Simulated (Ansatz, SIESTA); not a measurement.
## In: 3 runs at one level of theory

```
In
1.0
    -1.62547    1.62547    2.47370
     1.62547   -1.62547    2.47370
     1.62547    1.62547   -2.47370
In
1
Cartesian
  0.0000 0.0000 0.0000
```

Alike in all runs: task band structure; functional PBE; k mesh 11 × 11 × 11; occupations fermi-dirac, width 0.05 eV; no spin polarisation; no spin-orbit coupling. Pressure is positive in compression and, in plane waves, holds the error of the finite cutoff, which Ansatz's Pulay term estimates and takes out.

```csv
program and potentials,plane-wave cutoff (eV),notes,pressure (GPa)
"Ansatz, Ansatz PAW",420,Pulay term of +0.04 GPa included,2.04
"SIESTA, files PseudoDojo sr-pbe-0.4.1-standard, DZP (energy shift 0.003 Ry; two zetas on semicore shells)",-,atomic basis,2.39
"Ansatz, all-electron LAPW, scalar-relativistic",-,-,2.05
```

The pressure spans 2.04 (Ansatz, Ansatz PAW) to 2.39 GPa (SIESTA, files PseudoDojo sr-pbe-0.4.1-standard, DZP (energy shift 0.003 Ry; two zetas on semicore shells)), with all-electron results at 2.05. Rows in atomic bases carry the error of their basis and grid, which can be large.

Differences between rows come from potentials, basis sets and numerical settings, since the functional is the same but for its coding. Runs on potential files found faulty are left out.
